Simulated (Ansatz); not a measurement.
System: Ta (fcc type), 1 atom in the cell.

```
Ta
1.0
     0.00000    2.11050    2.11050
     2.11050    0.00000    2.11050
     2.11050    2.11050    0.00000
Ta
1
Direct
  0.00000 0.00000 0.00000
```

Code and potentials: Ansatz all-electron LAPW. Settings of the plain PBE run: k-mesh 4×4×4 Γ-centred; Fermi–Dirac smearing of 0.15 eV; no spin polarisation; no spin–orbit coupling.

Plain PBE gives:

```
Pressure : 1.31 GPa
```

Task: What changes under PBE with spin–orbit coupling?

Result: The pressure decreases by 0.50 GPa to 0.81 GPa.

The k-mesh is coarse, so these values belong to this mesh and can lie far from the converged ones. This cubic structure is a model: it isn't the usual form of the substance at ambient conditions, and such phases are metastable or hypothetical.
